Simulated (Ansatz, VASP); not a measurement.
**Si in VASP and in Ansatz**

Contents of POSCAR:

```
Si
1.0
    0.0000000000      2.7154700000      2.7154700000
    2.7154700000      0.0000000000      2.7154700000
    2.7154700000      2.7154700000      0.0000000000
Si
2
Direct
    0.5000000000      0.5000000000      0.5000000000
    0.7500000000      0.7500000000      0.7500000000
```

INCAR.step1

```
SYSTEM = Si
ALGO = Normal
EDIFF = 1E-4
ENCUT = 520
GGA = PE
ISMEAR = 0
LASPH = .TRUE.
LCHARG = .FALSE.
LREAL = .FALSE.
LWAVE = .TRUE.
NBANDS = 11
NELM = 80
PREC = Accurate
SIGMA = 0.05
```

Contents of INCAR.step2:

```
SYSTEM = Si
ALGO = Normal
EDIFF = 1E-7
ENCUT = 520
ISIF = 2
ISMEAR = 0
ISTART = 1
LASPH = .TRUE.
LCHARG = .TRUE.
LELF = .TRUE.
LMIXTAU = .TRUE.
LREAL = .FALSE.
LVHAR = .TRUE.
LWAVE = .FALSE.
METAGGA = R2SCAN
NBANDS = 11
NELM = 80
PREC = Accurate
SIGMA = 0.05
```

KPOINTS

```
k-points
0
G
  10 10 10
  0 0 0
```

Input for Ansatz:

```yaml
crystal:
  lattice:
    - [0.0, 2.71547, 2.71547]
    - [2.71547, 0.0, 2.71547]
    - [2.71547, 2.71547, 0.0]
  atoms:
    - { symbol: Si, position: [0.5, 0.5, 0.5] }
    - { symbol: Si, position: [0.75, 0.75, 0.75] }
basis:
  ecutwfc: 500
kpoints:
  mp_grid: { grid: [10, 10, 10] }
hamiltonian:
  xc: r2scan
scf:
  occupations: { method: gaussian, width: 0.05 }
output:
  forces: true
  stress: true
  eigenvalues: true
```

Alike in both runs: task single point; functional r2SCAN; k mesh 10 × 10 × 10; occupations gaussian, width 0.05 eV; no spin polarisation.

|  | VASP | Ansatz |
| --- | --- | --- |
| version | VASP 6.6.1 | Ansatz 0.2.0 |
| potentials or method | VASP PAW PBE potentials, release 64 (Si) | scalar-relativistic, plane waves, PAW |
| plane-wave cutoff (eV) | 520 | 500 |
| valence electrons in the cell | 8 | 8 |

Ansatz gave:

| Item | Value |
| --- | --- |
| gap on the k mesh at the Fermi level (eV) | 0.77 |
| least direct gap on the mesh (eV) | 2.74 |
| pressure (GPa) | 0.7 |

Q: What did VASP give for the same quantities?

A: gap on the k mesh at the Fermi level (eV): 0.78; least direct gap on the mesh (eV): 2.76; pressure (GPa): 0.5.

Caveats: the PAW data sets were made with another functional, which shifts forces and pressure a little (VASP). r2SCAN opens gaps a little over a GGA but as a rule still falls short of measured ones. A k mesh can miss the band edges.
